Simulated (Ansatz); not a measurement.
# VSi2N4 monolayer in a perpendicular field, part 2 of 2

What dipole does a perpendicular field induce in the VSi2N4 monolayer, and does the gap follow? A positive field points along +c.

Ansatz 0.2.0; plane-wave DFT, r2SCAN-D4, Ansatz PAW.

So far, gap along the path (eV): 0.669 in steps 3, 5, 6, 7 and 8.

## Step 9: Response, atoms held (continued)

Local field over the applied field, running mean. From the potentials at -0.05 and 0.05 V/Å; running mean over 2.5 Å. The local field over applied field by z:

```tsv
z (Å)	local field over applied field
4.5	1.000
5.0	0.999
5.5	0.996
6.0	0.985
6.5	0.952
7.0	0.871
7.5	0.729
8.0	0.564
8.5	0.402
9.0	0.288
9.5	0.214
10.0	0.181
10.5	0.157
11.0	0.140
11.5	0.103
12.0	0.0655
12.5	0.0527
13.0	0.0756
13.5	0.116
14.0	0.146
14.5	0.164
15.0	0.188
15.5	0.232
16.0	0.319
16.5	0.449
17.0	0.617
17.5	0.778
18.0	0.903
18.5	0.966
19.0	0.990
19.5	0.997
20.0	0.999
20.5	1.000
```

The induced electron density oscillates, so the rows of the table below give means over windows of 1 Å about each position, cut where the curve ends. Its maxima inside the range that stand out by 2 % of the span (Å: e/Å³ per V/Å): 8.2: 0.00387, 9.2: 0.00127, 10.5: 0.00153, 11.3: 0.00162, 12.9: 8.3e-4, 13.8: -4.0e-4, 15.1: 0.00223, 15.9: -4.7e-4. Its minima: 8.9: 4.7e-4, 9.7: -0.00223, 11.0: 4.0e-4, 11.9: -8.3e-4, 13.6: -0.00162, 14.4: -0.00153, 15.7: -0.00127, 16.7: -0.00387.

Electrons, planar mean, per unit field. Induced electron density against z; means over each step:

```tsv
z (Å)	induced electron density (e/Å³ per V/Å)
5	5.5e-6
6	7.6e-5
7	7.9e-4
8	0.00314
9	8.4e-4
10	-5.5e-4
11	0.00108
12	-3.1e-4
13	1.1e-4
14	-0.00110
15	8.4e-4
16	-0.00142
17	-0.00289
18	-5.7e-4
19	-5.0e-5
20	-3.6e-6
```

By hand: between -0.05 and 0.05 V/Å the dipole changes by 0.03011 e·Å, a slope of 0.3011 e·Å²/V. A perfect conductor of thickness t has p = ε₀AEt, so t = 180.95 × 0.3011 / 7.093 = 7.68 Å (e/ε₀ = 180.95 V·Å, A in Å²).

The induced dipole is that of a conductor 7.68 Å thick.

## Step 10: The same run with other settings: scf.lower_state_search = "off"

This step: plane-wave DFT, r2SCAN-D4, Ansatz PAW (Ansatz 0.2.0).

A run with a changed input: it repeats the earlier run at 0.05 V/Å with scf.lower_state_search to off.

input.yaml reads:

```yaml
crystal:
  lattice:
    - [2.8619603636, 0.0, 0.0]
    - [-1.4309801818, 2.4785303795, 0.0]
    - [0.0, 0.0, 24.8430150332]
  atoms:
    - { symbol: "N", position: [0.0, 0.0, 0.3622748683] }
    - { symbol: Si, position: [0.3333333333, 0.6666666667, 0.3831166044] }
    - { symbol: "N", position: [0.3333333333, 0.6666666667, 0.4532959951], spin: -0.06 }
    - { symbol: V, position: [0.0, 0.0, 0.5], spin: 0.81 }
    - { symbol: "N", position: [0.3333333333, 0.6666666667, 0.5467040049], spin: -0.06 }
    - { symbol: Si, position: [0.3333333333, 0.6666666667, 0.6168833956] }
    - { symbol: "N", position: [0.0, 0.0, 0.6377251317] }
magnetization:
  spin_polarized: true
kpoints:
  mp_grid: { grid: [18, 18, 1] }
  band_path:
    path: [[0, 0, 0], [0.5, 0, 0], [0.33333333, 0.33333333, 0], [0, 0, 0]]
    npoints: 16
hamiltonian:
  xc: r2scan
  dispersion: d4
scf:
  occupations: { method: fermi_dirac, width: 0.02585 }
  convergence: { dr2_threshold: 1.0e-10 }
  lower_state_search: "off"
efield:
  axis: 3
  dipole_correction: true
  ramp_position: 0.97
  ramp_width: 0.06
  amplitude: 0.05
output:
  write_potential: true
  write_density: true
  volumetric_format: npy
```

Run with:

```bash
$ ansatz run input.yaml --threads 4 --pin off --max-ram 6144MiB --backend cpu --events-out ev --progress --plain --runs-dir out
```

Elapsed: 58 s, on 4 threads of Arm Neoverse V2, shared host; peak memory 1.1 GiB; 3.8 min of CPU time.

Numbers from this step:

```yaml
site_moments: 5.81e-4, 0.003015, -0.05831, 0.8087, -0.05842, 0.003024, 6.15e-4 μB
dipole_along_the_normal: 0.01506 e·Å
gap_along_the_path: 0.6695 eV
gap_the_smaller_of_path_and_mesh: 0.6695 eV
```

Deep bands are left out, so band numbers here count from the lowest band kept and differ from the log's. The electronic bands at the labelled points (eV, zero at the Fermi level of the run, which the smearing sets inside the gap; # counts the bands kept):

```tsv
point	up #11	up #12	up #13	up #14	down #9	down #10	down #11	down #12
Γ	-2.13	-0.32	2.58	2.58	-2.19	-2.04	-2.04	1.64
halfway	-2.27	-1.08	1.94	1.98	-2.89	-2.68	-2.27	0.71
M	-2.09	-1.19	1.33	1.41	-2.83	-2.69	-2.12	0.40
halfway	-2.05	-0.97	0.86	1.94	-3.35	-2.41	-2.06	0.49
K	-1.65	-0.63	0.35	2.39	-4.02	-2.34	-1.69	0.64
halfway	-2.37	-1.20	1.77	1.93	-2.71	-2.52	-2.38	0.55
Γ	-2.13	-0.32	2.58	2.58	-2.19	-2.04	-2.04	1.64
```

```tsv
quantity	this run	earlier run	difference
dipole along the normal (e·Å)	0.01506	0.01506	-1.3e-6
gap along the path (eV)	0.6695	0.6695	0
total moment (μB)	1.0000	1.0000	-3.3e-13
```

Nothing in the table moves by 0.01 in its unit (for the dipole 0.5 % and 5e-5 e·Å). The run took 21 SCF cycles against 20.

No band crosses the Fermi level on this path.

## Step 11: Varying the input

An input spoilt on purpose, to show how the run answers: it repeats the earlier run at 0.05 V/Å with crystal.lattice to [[5.4083212, 0.0, 0.0], [-2.7041606, 4.68374355, 0.0], [0.0, 0.0, 46.94649391]], and scf.max_iter set to 100.

The cell differs from the one that the last finished run ended in (a 2.862 → 5.408 Å, b 2.862 → 5.408 Å, c 24.843 → 46.946 Å).

Changes to input.yaml since step 10:

```diff
@@ -2,5 +2,5 @@
   lattice:
-    - [2.8619603636, 0.0, 0.0]
-    - [-1.4309801818, 2.4785303795, 0.0]
-    - [0.0, 0.0, 24.8430150332]
+    - [5.4083212, 0.0, 0.0]
+    - [-2.7041606, 4.68374355, 0.0]
+    - [0.0, 0.0, 46.94649391]
   atoms:
@@ -26,3 +26,3 @@
   convergence: { dr2_threshold: 1.0e-10 }
-  lower_state_search: "off"
+  max_iter: 100
 efield:
```

It took 10 min on 4 threads; peak memory 5 GiB.

The run was cut off at the time limit after its SCF cycle had converged; no result of it is taken.

The fault put into the input: a lattice typed in bohr.

## Step 12: Summary of results

| Quantity | Value |
| --- | --- |
| gap without field | 0.669 eV |
| ionisation energy, upper face | 5.76 eV |
| electron affinity, upper face | 5.09 eV |
| equivalent conductor thickness, atoms held | 7.68 Å |

In words: The induced dipole equals that of a perfect conductor 7.68 Å thick, while the outer atoms lie 6.84 Å apart; an out-of-plane ε follows only once a thickness t is chosen, by 1 − 1/ε = 7.68 Å / t. The gap stays within 0.01 eV of 0.67 eV over the fields run, up to 0.3 V/Å in size. Semilocal functionals give gaps that are too small, and excitons are not included. The magnetic order is the one reached from the typed start; other orders were not compared. The outer anions sit over the metal atoms, one of several polytypes of such layers and not the lowest for every compound.

[Logs are printed without paths, hosts, clocks, repeated set-up lines and the standing remarks that a program may print on its own settings, such as how far it seeks lower states.]

[Hosts, paths, dates, database ids (printed as entryN), source tags and the programs' standing remarks are cut or masked in the printed files.]

[Maps of the electrostatic potential energy from Ansatz leave out the sawtooth potential of an applied field or a dipole correction, so their vacuum need not be flat; planar profiles and work functions include it.]
